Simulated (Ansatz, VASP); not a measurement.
## One calculation of Hf, two programs

```
Hf
1.0
     3.19670    0.00000    0.00000
    -1.59835    2.76842    0.00000
     0.00000    0.00000    5.05780
Hf
2
Cartesian
  1.5984 0.9228 3.7934
  0.0000 1.8456 1.2645
```

Alike in both runs: functional revPBE; k mesh 10 × 10 × 5; occupations methfessel-paxton of order 1, width 0.01 eV; no spin polarisation.

|  | VASP | Ansatz |
| --- | --- | --- |
| version | VASP 6.6.1 | Ansatz 0.2.0 |
| potentials or method | VASP PAW PBE potentials, release 64 (Hf_pv) | Ansatz PAW polarizable |
| plane-wave cutoff (eV) | 520 | 420 |
| valence electrons in the cell | 20 | 52 |
| task | single point | electron localisation function |

Ansatz gave:

```
gap on the k mesh at the Fermi level (eV)       : none
pressure (GPa)                                  : 2.7
largest component of the traceless stress (GPa) : 0.13
```

**Question.** Which values does VASP return?

**Answer.** gap on the k mesh at the Fermi level (eV): none; pressure (GPa): 2.2; largest component of the traceless stress (GPa): 0.19.

A gap of «none» marks a metal or a gap that the smearing closes. The two sets of potentials don't hold the same shells in valence.

Caveats: the PAW data sets were made with another functional, which shifts forces and pressure a little (VASP); the PAW data sets come from PBE, with cores solved anew for the run's functional, which leaves a small shift of forces and pressure (Ansatz). The runs have no spin-orbit coupling, so splittings on Hf are missing.
